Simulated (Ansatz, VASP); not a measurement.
This is a calculation of InPd for VASP 6.6.1. The cell comes from a database or a generator and needn't be the stable form of this composition.

Contents of INCAR:

```
PREC = Accurate
ENCUT = 600
EDIFF = 1E-6
ISMEAR = -1
SIGMA = 0.05
LREAL = F
LASPH = T
NELM = 80
ALGO = Fast
ISIF = 3
LWAVE = F
LCHARG = F
GGA = RE
IVDW = 12
IBRION = 2
NSW = 40
EDIFFG = -0.02
```

Contents of KPOINTS:

```
regular mesh
0
Gamma
  8 8 8
```

POSCAR

```
InPd
1.0
    3.2718847800      0.0000000000      0.0000000000
    0.0000000000      3.2718847800      0.0000000000
    0.0000000000      0.0000000000      3.2718847800
In Pd
1 1
Direct
    0.0000000000      0.0000000000      0.0000000000
    0.5000000000      0.5000000000      0.5000000000
```

Potentials or basis: VASP PAW PBE potentials, release 64 (In_d, Pd).

Launch:

```bash
$ cat potpaw_PBE.64/In_d/POTCAR potpaw_PBE.64/Pd/POTCAR > POTCAR
$ mpirun -np 1 vasp_std > vasp.out
```

**Question.** What does the same run look like in Ansatz 0.2.0? Potentials or basis there: Ansatz PAW, cutoff 420 eV.

**Answer.** As run (cutoffs and basis follow the program's own potentials, and thresholds, step limits or extra output files can differ):

Contents of input.yaml:

```yaml
crystal:
  lattice:
    - [3.27188478, 0.0, 0.0]
    - [0.0, 3.27188478, 0.0]
    - [0.0, 0.0, 3.27188478]
  atoms:
    - { symbol: In, position: [0.0, 0.0, 0.0] }
    - { symbol: Pd, position: [0.5, 0.5, 0.5] }
hamiltonian:
  xc: revpbe
  pseudopotentials: { kind: paw }
  dispersion: d3bj
kpoints:
  mp_grid: { grid: [8, 8, 8] }
scf:
  occupations: { method: fermi_dirac, width: 0.05 }
output:
  forces: true
  stress: true
  eigenvalues: true
relax:
  f_tol: 0.01
  max_steps: 40
  cell: { stress_tol: 0.05 }
```

Potentials or basis: Ansatz PAW.

Command:

```console
$ ansatz run input.yaml --threads 2 --pin off --max-ram 5632MiB --backend cpu --events-out ev --progress --plain --runs-dir out
```

Both were run:

|  | VASP | Ansatz |
| --- | --- | --- |
| Relaxed volume | 17.02 Å³/atom | 17.03 Å³/atom |
| Relaxed cell | a = 3.241 Å, b = 3.241 Å, c = 3.241 Å, α = 90.00°, β = 90.00°, γ = 90.00° | a = 3.242 Å, b = 3.242 Å, c = 3.242 Å, α = 90.00°, β = 90.00°, γ = 90.00° |
| Space group after relaxing | Pm-3m (No. 221) | Pm-3m (No. 221) |
| Pressure after relaxing | 0.2 GPa | 0.0 GPa |

Ansatz's pressure holds a Pulay term of +0.10 GPa for its cutoff of 420 eV, which the other run lacks.

The potentials hold 23 and 31 valence electrons a cell.

VASP's potentials were made for PBE. Ansatz's potentials were made for PBE.

Where Ansatz's input types no cutoff or centring, it takes its own default and a Γ-centred mesh.

Pressure is positive in compression.
